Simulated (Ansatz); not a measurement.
An input for Ansatz 0.2.0 (MgI2/MgI2 (1T bilayer)):

```yaml
crystal:
  lattice:
    - [4.1287612914, 0.0, 0.0]
    - [-2.0643806457, 3.5756121646, 0.0]
    - [0.0, 0.0, 43.6]
  atoms:
    - { symbol: Mg, position: [0.0, 0.0, 0.4214988166] }
    - { symbol: I, position: [0.3333333333, 0.6666666667, 0.4599594424] }
    - { symbol: I, position: [0.6666666667, 0.3333333333, 0.382969113] }
    - { symbol: Mg, position: [0.6666666667, 0.3333333333, 0.5784963122] }
    - { symbol: I, position: [0.3333333333, 0.6666666667, 0.617030887] }
    - { symbol: I, position: [0.0, 0.0, 0.5400439297] }
  periodic: [true, true, false]
kpoints:
  mp_grid: { grid: [6, 6, 1] }
  band_path:
    path:
      - [0, 0, 0]
      - [0.5, 0, 0]
      - [0.3333333333333, 0.3333333333333, 0]
      - [0, 0, 0]
    npoints: 10
hamiltonian:
  xc: pbe
scf:
  occupations: { method: fermi_dirac, width: 0.02 }
  n_extra_bands: 6
output:
  eigenvalues: true
  forces: true
  stress: true
  write_density: true
  write_potential: true
  elf: true
  volumetric_format: npy
```

```sh
ansatz run input.yaml --threads 4 --pin off --max-ram 17510MiB --backend cpu --events-out ev --progress --plain --runs-dir out
```

**Question.** How long will it take on 4 threads of Arm Neoverse V1, shared host, and how much memory?

It took 21 s; on shared hardware allow 10 s to 41 s. Peak host memory was 1.4 GiB. The sizes that set the cost: 12409 plane waves a state, 7 irreducible k points and 7 SCF cycles.

[Paths, hosts, dates, memory and timing lines, banners, echoed tables and standing remarks are left out of the program output.]

[Logs are printed without paths, hosts, clocks, repeated set-up lines and the standing remarks that a program may print on its own settings, such as how far it seeks lower states.]

[Runs of the session that timed out or met a known fault of the program may be left out.]

[Cells called generated may have been cut or substituted from an entry of the Crystallography Open Database or the Materials Project.]

[Hosts, paths, dates, database ids (printed as entryN), source tags and the programs' standing remarks are cut or masked in the printed files.]
